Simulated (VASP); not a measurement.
Wanted: the native input for a VASP 6.6.1 run.

- Task: relaxation of the atoms
- Functional: PW91
- Potentials or basis: VASP PAW PBE potentials, release 64 (Re)
- Cutoff: 520 eV
- k mesh: 7 × 7 × 1
- Occupations: fermi-dirac, width 0.05 eV
- Spin: no spin polarisation
- Dipole correction: yes
- Atoms held fixed (from 0): [0, 1, 2]
- Further INCAR settings: ALGO = Normal; EDIFF = 1e-06; IBRION = 2; EDIFFG = -0.005; NSW = 60

The structure of Re lies in POSCAR:

```
Re
1.0
    2.7930717857      0.0000000000      0.0000000000
    0.0000000000      2.7930717857      0.0000000000
    0.0000000000      0.0000000000     24.8750000000
Re
6
Selective dynamics
Direct
    0.5000000000      0.5000000000      0.3015075377  F F F
    0.0000000000      0.0000000000      0.3809045226  F F F
    0.5000000000      0.5000000000      0.4603015075  F F F
    0.0000000000      0.0000000000      0.5396984925  T T T
    0.5000000000      0.5000000000      0.6190954774  T T T
    0.0000000000      0.0000000000      0.6984924623  T T T
```

The slab is cut from a database's or a generator's crystal, which needn't be the stable form of the element.

One way to write it, as run:

INCAR

```
ALGO = Normal ; DIPOL = 0.5 0.5 0.500
EDIFF = 1E-6 ; EDIFFG = -0.005
ENCUT = 520 ; GGA = 91
IBRION = 2 ; IDIPOL = 3
ISIF = 2 ; ISMEAR = -1
LASPH = T ; LCHARG = F
LDIPOL = T ; LREAL = F
LWAVE = F ; NELM = 80
NSW = 60 ; PREC = Accurate
SIGMA = 0.05
```

KPOINTS

```
k-points
0
Gamma
  7 7 1
```

Potentials or basis: VASP PAW PBE potentials, release 64 (Re).

Run with:

```bash
$ cat potpaw_PBE.64/Re/POTCAR > POTCAR
$ mpirun -np 1 vasp_std > vasp.out
```

It gave:

```
Energy gained by relaxing : 24.6 meV/atom
Ionic steps               : 15
Band gap on the k mesh    : none (metal or under the smearing width)
```

It took 11 min on 1 thread of Intel(R) Xeon(R) 6975P-C (Granite Rapids), with other jobs on the host, peak memory 0.34 GiB.
